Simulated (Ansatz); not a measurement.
Here is an Ansatz 0.2.0 calculation.

input.yaml

```yaml
crystal:
  lattice:
    - [0.0, 3.94833574, 3.94833574]
    - [3.94833574, 0.0, 3.94833574]
    - [3.94833574, 3.94833574, 0.0]
  atoms:
    - { symbol: Cs, position: [0.0, 0.0, 0.0] }
hamiltonian:
  xc: pbesol
  pseudopotentials: { kind: paw_fr }
magnetization:
  noncollinear: true
  spin_orbit: true
kpoints:
  mp_grid: { grid: [6, 6, 6] }
  band_path:
    path:
      - [[0.0, 0.0, 0.0], [0.5, 0.0, 0.5], [0.5, 0.25, 0.75], [0.375, 0.375, 0.75], [0.0, 0.0, 0.0], [0.5, 0.5, 0.5], [0.625, 0.25, 0.625], [0.5, 0.25, 0.75], [0.5, 0.5, 0.5], [0.375, 0.375, 0.75]]
      - [[0.625, 0.25, 0.625], [0.5, 0.0, 0.5]]
    npoints: 14
scf:
  occupations: { method: fermi_dirac, width: 0.05 }
  n_extra_bands: 6
output:
  forces: true
  stress: true
  eigenvalues: true
  fatbands: false
```

Potentials or basis: Ansatz PAW.

Command:

```console
$ ansatz run input.yaml --threads 2 --pin off --max-ram 5632MiB --backend cpu --events-out ev --progress --plain --runs-dir out
```

**Question.** Estimate the pressure.

**Answer.** -0.2 GPa.

**Question.** Estimate the band gap on the k mesh.

**Answer.** None (metal or under the smearing width).

Levels at the corners of the path, in eV from the Fermi level:
| point | band 5 | band 6 | band 7 | band 8 | band 9 | band 10 | band 11 | band 12 |
| --- | --- | --- | --- | --- | --- | --- | --- | --- |
| Γ | -10.08 | -10.08 | -10.08 | -10.08 | -1.59 | -1.59 | 2.43 | 2.43 |
| X | -10.17 | -10.17 | -10.12 | -10.12 | 0.35 | 0.35 | 1.11 | 1.11 |
| W | -10.16 | -10.16 | -10.14 | -10.14 | 0.81 | 0.81 | 1.16 | 1.16 |
| K | -10.16 | -10.16 | -10.13 | -10.13 | 0.70 | 0.70 | 0.94 | 0.94 |
| Γ | -10.08 | -10.08 | -10.08 | -10.08 | -1.59 | -1.59 | 2.43 | 2.43 |
| L | -10.17 | -10.17 | -10.09 | -10.09 | 0.01 | 0.01 | 0.73 | 0.73 |
| U | -10.16 | -10.16 | -10.13 | -10.13 | 0.70 | 0.70 | 0.94 | 0.94 |
| W | -10.16 | -10.16 | -10.14 | -10.14 | 0.81 | 0.81 | 1.16 | 1.16 |
| L | -10.17 | -10.17 | -10.09 | -10.09 | 0.01 | 0.01 | 0.73 | 0.73 |
| K | -10.16 | -10.16 | -10.13 | -10.13 | 0.70 | 0.70 | 0.94 | 0.94 |
| U | -10.16 | -10.16 | -10.13 | -10.13 | 0.70 | 0.70 | 0.94 | 0.94 |
| X | -10.17 | -10.17 | -10.12 | -10.12 | 0.35 | 0.35 | 1.11 | 1.11 |

Caveat: the PAW data sets come from PBE, with cores solved anew for the run's functional, which leaves a small shift of forces and pressure.
